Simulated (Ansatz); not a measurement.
Runs of Ansatz 0.2.0 on Al2O3. Symmetry: Pnnm, No. 58, orthorhombic system. Conventional cell: a = 4.614 Å, b = 9.563 Å, c = 3.120 Å, α = 90.00°, β = 90.00°, γ = 90.00°. Al (site symmetry m) is surrounded by 4 O at 1.68 to 1.82 Å. O (site symmetry 2/m) has 2 Al at 1.68 Å as nearest neighbours. Around O (site symmetry m) lie 3 Al at 1.82 Å. Measurements of this composition are mostly on another form, of space group No. 167.

```csv
task,level,cell,k mesh,cutoff (eV),points for each segment of the path,mesh quality,gap on the mesh (eV),pressure (GPa),largest force (eV/Å)
single point,PBE,as given,3 × 2 × 4,420,-,coarse,3.52,0.0,0.19
band structure,RPBE,as given,6 × 3 × 9,420,10,not flagged,3.69,3.0,0.22
single point,PBE,as given,6 × 3 × 9,250,-,not flagged,(c),2.0,(a)
band structure,BLYP,as given,6 × 3 × 9,420,10,not flagged,3.64,1.5,0.21
band structure,revPBE,as given,6 × 3 × 9,420,10,not flagged,(b),2.3,0.21
band structure,PBE,as given,6 × 3 × 9,420,10,not flagged,3.52,0.0,0.19
relaxation of cell and atoms,PBEsol+D3(BJ),relaxed,6 × 3 × 9,420,-,not flagged,3.46,0.0,-
band structure,r2SCAN,as given,6 × 3 × 9,500,10,not flagged,4.12,-4.1,0.21
```

Alike in all rows: potentials or basis Ansatz PAW; no spin polarisation; smearing fermi-dirac 0.05 eV.

Estimate the missing entries.

(a) 0.16; (b) 3.67; (c) 3.28.

Caveats: some runs use coarse meshes; the PAW data sets come from PBE, with cores solved anew for the run's functional, which leaves a small shift of forces and pressure (some runs); odd divisions of the mesh miss points on the zone boundary, where band edges often lie, so the gap on the mesh can be too wide (some runs); the pressure holds a Pulay correction of +59.6 GPa for the finite cutoff (some runs); the cutoff lies under the one recommended for these potentials (some runs); the plane-wave basis is chosen anew once the cell has moved, so the energies of steps on either side of that aren't comparable (some runs).

A k mesh can miss the band edges.
